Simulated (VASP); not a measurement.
# SrO in VASP: one cell, several levels of theory, part 2 of 2

VASP 6.6.1, plane waves, PAW. The steps go on from the part before.

## (3) Single point with r2SCAN

INCAR

```
ENCUT = 520.000000
SIGMA = 0.010000
EDIFF = 1.00e-07
ALGO = Normal
METAGGA = R2SCAN
PREC = Accurate
IBRION = -1
ISIF = 2
ISMEAR = 0
NBANDS = 15
NELM = 120
NSW = 0
LASPH = .TRUE.
LCHARG = .TRUE.
LELF = .TRUE.
LWAVE = .FALSE.
LREAL = .FALSE.
```

KPOINTS

```
KPOINTS created by Atomic Simulation Environment
0
Gamma
8 8 8
0 0 0
```

KPOINTS_OPT

```
special points
7
Reciprocal
0.0000000000 0.0000000000 0.0000000000 1
0.5000000000 0.0000000000 0.5000000000 1
0.6250000000 0.2500000000 0.6250000000 1
0.3750000000 0.3750000000 0.7500000000 1
0.5000000000 0.5000000000 0.5000000000 1
0.5000000000 0.2500000000 0.7500000000 1
0.0000000000 0.5000000000 0.5000000000 1
```

POSCAR

```
Sr O
 1.0000000000000000
     0.0859964109000000    2.6658887381000000    2.6658887381000000
     2.6658887381000000    0.0859964109000000    2.6658887381000000
     2.6658887381000000    2.6658887381000000    0.0859964109000000
 Sr  O
   1   1
Cartesian
  0.0000000000000000  0.0000000000000000  0.0000000000000000
  2.7088869435500000  2.7088869435500000  2.7088869435500000
```

Started as:

```bash
$ mpirun -np 1 vasp_std
```

Printed to the terminal (iteration lines stand in OSZICAR):

```text
POSCAR found type information on POSCAR SrO
 POSCAR found :  2 types and       2 ions
 -----------------------------------------------------------------------------
|                                                                             |
|                                                                             |
|     You enforced a specific xc type in the INCAR file but a different       |
|     I HOPE YOU KNOW WHAT YOU ARE DOING!                                     |
|                                                                             |
 -----------------------------------------------------------------------------

 LDA part: xc-table for (None), standard interpolation
 POSCAR, INCAR and KPOINTS ok, starting setup
 FFT: planning ... GRIDC
 FFT: planning ... GRID_SOFT
 FFT: planning ... GRID
 WAVECAR not read
 entering main loop
 Start KPOINTS_OPT (optional k-point list driver)
k-point batch [1-7\7]
```

OSZICAR:

```text
N       E                     dE             d eps       ncg     rms          rms(c)
DAV:   1     0.498625878267E+02    0.49863E+02   -0.85338E+03  1950   0.106E+03
DAV:   2    -0.311548248557E+02   -0.81017E+02   -0.73623E+02  2742   0.222E+02
DAV:   3    -0.345992031416E+02   -0.34444E+01   -0.34201E+01  2656   0.413E+01
DAV:   4    -0.346623883657E+02   -0.63185E-01   -0.63174E-01  2254   0.535E+00
DAV:   5    -0.346637533899E+02   -0.13650E-02   -0.13650E-02  2475   0.644E-01    0.143E+01
DAV:   6    -0.268676487324E+02    0.77961E+01   -0.46322E+00  2769   0.165E+01    0.135E+01
DAV:   7    -0.269975325045E+02   -0.12988E+00   -0.16547E-01  1971   0.364E+00    0.774E+00
DAV:   8    -0.270197391580E+02   -0.22207E-01   -0.94246E-02  2013   0.320E+00    0.730E-01
DAV:   9    -0.270179997214E+02    0.17394E-02   -0.15932E-02  2552   0.119E+00    0.240E-01
DAV:  10    -0.270179217880E+02    0.77933E-04   -0.18795E-03  2104   0.435E-01    0.121E-01
DAV:  11    -0.270180938712E+02   -0.17208E-03   -0.43858E-04  1950   0.193E-01    0.612E-02
DAV:  12    -0.270180985974E+02   -0.47262E-05   -0.33060E-05  2559   0.442E-02    0.219E-02
DAV:  13    -0.270180937952E+02    0.48021E-05   -0.80735E-06  2412   0.267E-02    0.114E-02
DAV:  14    -0.270180934370E+02    0.35824E-06   -0.14455E-06  2517   0.103E-02    0.253E-03
DAV:  15    -0.270180933584E+02    0.78632E-07   -0.11206E-07  1708   0.261E-03
   1 F= -.27018093E+02 E0= -.27018093E+02  d E =-.197316-165
       N       E                     dE             ncg
DAV:   1     0.112948107395E+04   -0.41382E+04      210
DAV:   2     0.595347411748E+03   -0.53413E+03      294
DAV:   3     0.575223566834E+03   -0.20124E+02      275
DAV:   4     0.574894527598E+03   -0.32904E+00      253
DAV:   5     0.574884107326E+03   -0.10420E-01      273
DAV:   6     0.574883665284E+03   -0.44204E-03      224
DAV:   7     0.574883646292E+03   -0.18992E-04      279
DAV:   8     0.574883645513E+03   -0.77853E-06      186
DAV:   9     0.574883645482E+03   -0.31012E-07      212
```

Parts of OUTCAR:

```text
k-points           NKPTS =     65   k-points in BZ     NKDIM =     65   number of bands    NBANDS=     15

   NELECT =      16.0000    total number of electrons

   dimension x,y,z NGX =    28 NGY =   28 NGZ =   28
   dimension x,y,z NGXF=    56 NGYF=   56 NGZF=   56

  energy-cutoff  :      520.00
  volume of cell :       36.06
      direct lattice vectors                 reciprocal lattice vectors
     0.085996411  2.665888738  2.665888738    -0.196882832  0.190730244  0.190730244
     2.665888738  0.085996411  2.665888738     0.190730244 -0.196882832  0.190730244
     2.665888738  2.665888738  0.085996411     0.190730244  0.190730244 -0.196882832

 k-points in reciprocal lattice and weights: KPOINTS created by Atomic Simulation Env
   0.00000000  0.00000000  0.00000000       0.002
   0.12500000  0.00000000  0.00000000       0.012
   0.25000000  0.00000000  0.00000000       0.012
   0.37500000  0.00000000  0.00000000       0.012
   0.50000000  0.00000000  0.00000000       0.006
   0.12500000  0.12500000  0.00000000       0.012
   0.25000000  0.12500000  0.00000000       0.023
   0.37500000  0.12500000  0.00000000       0.023
[... 57 more k-points ...]

 E-fermi :   1.3219

 k-point     1 :       0.0000    0.0000    0.0000
  band No.  band energies     occupation
      1     -32.6340      2.00000
      2     -14.8697      2.00000
      3     -13.7138      2.00000
      4     -13.7062      2.00000
      5     -13.7062      2.00000
      6       1.0136      2.00000
      7       1.1293      2.00000
      8       1.1293      2.00000
      9       5.2839      0.00000
     10       7.3784      0.00000
     11       7.8781      0.00000
     12       7.8781      0.00000
     13       9.9311      0.00000
     14       9.9311      0.00000
     15      14.0847      0.00000

 k-point     2 :       0.1250    0.0000    0.0000
  band No.  band energies     occupation
      1     -32.6175      2.00000
      2     -15.1526      2.00000
      3     -13.7211      2.00000
      4     -13.7206      2.00000
      5     -13.4680      2.00000
      6       0.6973      2.00000
      7       0.8415      2.00000
      8       0.9604      2.00000
      9       5.9534      0.00000
     10       7.5802      0.00000
     11       7.7790      0.00000
     12       8.1934      0.00000
     13      10.2952      0.00000
     14      10.2983      0.00000
     15      15.1065      0.00000

 k-point     3 :       0.2500    0.0000    0.0000
  band No.  band energies     occupation
      1     -32.5775      2.00000
      2     -15.6296      2.00000
      3     -13.7550      2.00000
      4     -13.7407      2.00000
      5     -13.0969      2.00000
      6      -0.0721      2.00000
      7       0.4259      2.00000
      8       0.5898      2.00000
      9       7.3891      0.00000
     10       7.5378      0.00000
     11       8.5620      0.00000
     12       9.0507      0.00000
     13      11.2143      0.00000
     14      11.2272      0.00000
     15      17.0505      0.00000

 k-point     4 :       0.3750    0.0000    0.0000
  band No.  band energies     occupation
      1     -32.5369      2.00000
      2     -15.9955      2.00000
      3     -13.7888      2.00000
      4     -13.7598      2.00000
      5     -12.8370      2.00000
      6      -0.6912      2.00000
      7       0.0618      2.00000
      8       0.2602      2.00000
      9       7.7035      0.00000
     10       8.9769      0.00000
     11       9.5770      0.00000
     12      10.0869      0.00000
     13      12.3581      0.00000
     14      12.4129      0.00000
     15      16.7749      0.00000

 k-point     5 :       0.5000    0.0000    0.0000
  band No.  band energies     occupation
      1     -32.5200      2.00000
      2     -16.1299      2.00000
      3     -13.8027      2.00000
      4     -13.7676      2.00000
      5     -12.7464      2.00000
      6      -0.9215      2.00000
      7      -0.0781      2.00000
      8       0.1331      2.00000
      9       7.9001      0.00000
     10       9.7027      0.00000
     11      10.0500      0.00000
     12      10.5759      0.00000
     13      13.1304      0.00000
     14      13.2251      0.00000
     15      16.1421      0.00000

 k-point     6 :       0.1250    0.1250    0.0000
  band No.  band energies     occupation
      1     -32.6133      2.00000
      2     -15.1859      2.00000
      3     -13.7583      2.00000
      4     -13.7484      2.00000
      5     -13.4007      2.00000
      6       0.4026      2.00000
      7       0.9858      2.00000
      8       1.0635      2.00000
      9       6.0159      0.00000
     10       7.0515      0.00000
     11       8.1869      0.00000
     12       8.4859      0.00000
     13      10.1320      0.00000
     14      10.6574      0.00000
     15      15.3387      0.00000

 k-point     7 :       0.2500    0.1250    0.0000
  band No.  band energies     occupation
      1     -32.5822      2.00000
      2     -15.4933      2.00000
      3     -13.8016      2.00000
      4     -13.7807      2.00000
      5     -13.1836      2.00000
      6      -0.0578      2.00000
      7       0.7270      2.00000
      8       0.8162      2.00000
      9       6.7197      0.00000
     10       7.1104      0.00000
     11       8.8729      0.00000
     12       9.2176      0.00000
     13      10.6764      0.00000
     14      11.4262      0.00000
     15      17.0015      0.00000

 k-point     8 :       0.3750    0.1250    0.0000
  band No.  band energies     occupation
      1     -32.5420      2.00000
      2     -15.8245      2.00000
      3     -13.8381      2.00000
      4     -13.8125      2.00000
      5     -12.9893      2.00000
      6      -0.4260      2.00000
      7       0.2795      2.00000
      8       0.4507      2.00000
      9       7.1535      0.00000
     10       8.2816      0.00000
     11       9.7143      0.00000
     12      10.1855      0.00000
     13      11.8013      0.00000
     14      12.3012      0.00000
     15      16.9720      0.00000

[... the tables of k-points 9 to 65 left out ...]

  Total       -0.8454771     -0.8454771     -0.8454771     -0.4453789     -0.4453789     -0.4453789
  in kB      -37.5654338    -37.5654338    -37.5654338    -19.7886506    -19.7886506    -19.7886506
  external PRESSURE =     -37.5654338 kB  Pullay stress =       0.0000000 kB

 POSITION                                       TOTAL-FORCE (eV/Angst)
 -----------------------------------------------------------------------------------
      0.00000      0.00000      0.00000         0.000000     -0.000000      0.000000
      2.70889      2.70889      2.70889         0.000000      0.000000     -0.000000
 -----------------------------------------------------------------------------------
    total drift:                                0.000000      0.000000      0.000000

  FREE ENERGIE OF THE ION-ELECTRON SYSTEM (eV)
  ---------------------------------------------------
  free  energy   TOTEN  =       -27.0180933584 eV

  energy  without entropy=      -27.0180933584  energy(sigma->0) =      -27.01809336
```

Hardware: 1 MPI rank of Intel Xeon Platinum 8488C, shared host.

The levels at the points of KPOINTS_OPT are read from vasprun.xml.

Band energies at the special points (eV, zero at the top of v, the last band that the electrons fill by count):

```csv
point,v−1,v,c,c+1
Γ,0.00,0.00,4.15,6.25
X,-0.21,-0.12,3.71,7.99
U,-0.59,-0.51,5.04,8.23
K,-0.59,-0.51,5.04,8.23
L,-0.92,-0.92,6.65,8.50
W,-0.56,-0.50,6.26,6.40
```

Gap with r2SCAN: 3.71 eV, valence top at Γ, conduction bottom at X. Least direct gap: 3.83 eV. Pressure: -3.76 GPa; the forces vanish within 0.01 eV/Å.

Axes a, b and c in the maps are those of this run's conventional cell (a, b, c = 3.649, 3.649, 9.384 Å).

Density in a lattice plane of the grid's cell (edges 3.65 and 9.38 Å, at 0.000 of the third edge), which holds Sr and O.

Ten even steps from ' ' (0.02 e/Å³) to '@' (7.99 e/Å³):
```
--::..          ..::
                    
                    
                    
                    
                    
                    
                    
==::              ::
@@**..          ..**
==::              ::
                    
                    
                    
                    
                    
                    
                    
--::..          ..::
==--::          ::--
```
Columns run along the first of these edges and rows up along the second, over one cell in 10 and 20 even steps from the bottom left corner. Atoms in the plane (fractional): Sr at (0.00, 0.00), O at (1.00, 0.50).

ELF in the same plane.

Values, 12 rows by 6 columns:
```
0.82 0.65 0.07 0.36 0.07 0.65
0.02 0.05 0.43 0.61 0.43 0.05
0.02 0.03 0.06 0.08 0.06 0.03
0.16 0.04 0.27 0.62 0.27 0.04
0.80 0.61 0.06 0.13 0.06 0.61
0.31 0.82 0.43 0.03 0.43 0.82
0.80 0.61 0.06 0.13 0.06 0.61
0.16 0.04 0.27 0.62 0.27 0.04
0.02 0.03 0.06 0.08 0.06 0.03
0.02 0.05 0.43 0.61 0.43 0.05
0.82 0.65 0.07 0.36 0.07 0.65
0.41 0.81 0.29 0.02 0.29 0.81
```
Columns run along the first of these edges and rows up along the second, over one cell in 6 and 12 even steps from the bottom left corner. Atoms in the plane (fractional): Sr at (0.00, 0.00), O at (1.00, 0.50).

Both are smooth fields of the valence electrons: close to the nuclei they are not physical.

Maxima of ELF outside the ion cores: 0.83 in the shell around O, 0.6 Å from O.

## (4) Summary

What follows sums up all 2 parts.

| level | gap (eV) | pressure (GPa) | Ansatz: gap (eV) | Ansatz: pressure (GPa) |
| --- | --- | --- | --- | --- |
| PBE | 3.23 | -1.89 | 3.27 | -2.33 |
| r2SCAN | 3.71 | -3.76 | 3.75 | -4.18 |

What this shows: The gap runs from 3.23 eV (PBE) to 3.71 eV (r2SCAN). The pressure is highest with PBE (-1.9 GPa) and lowest with r2SCAN (-3.8 GPa), which orders the cells that they would relax to. The two programs agree on the gap within 0.06 eV, far less than the spread between functionals. The two codes have different PAW datasets and cutoffs.
